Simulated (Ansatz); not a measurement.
**Computed properties of Mg**

```
Mg
1.0
     0.00000    2.24426    2.24426
     2.24426    0.00000    2.24426
     2.24426    2.24426    0.00000
Mg
1
Cartesian
  0.0000 0.0000 0.0000
```

Structure from Materials Project entry mp-1056702 (possibly hypothetical), not relaxed further.

Computed with DFT, PBE, all-electron LAPW, scalar-relativistic in Ansatz 0.2.0.

The runs use a Γ-centred 16×16×16 k mesh, Fermi–Dirac smearing of 0.03 eV, basis error target 1 meV/atom, no spin polarisation.

```
Pressure at this cell                             : 0.83 GPa
Band gap                                          : none: bands cross the Fermi level, a metal
Density of states at the Fermi level (0.2 eV bin) : 0.45 states/eV per cell
Volume per atom                                   : 152.6 bohr³
```
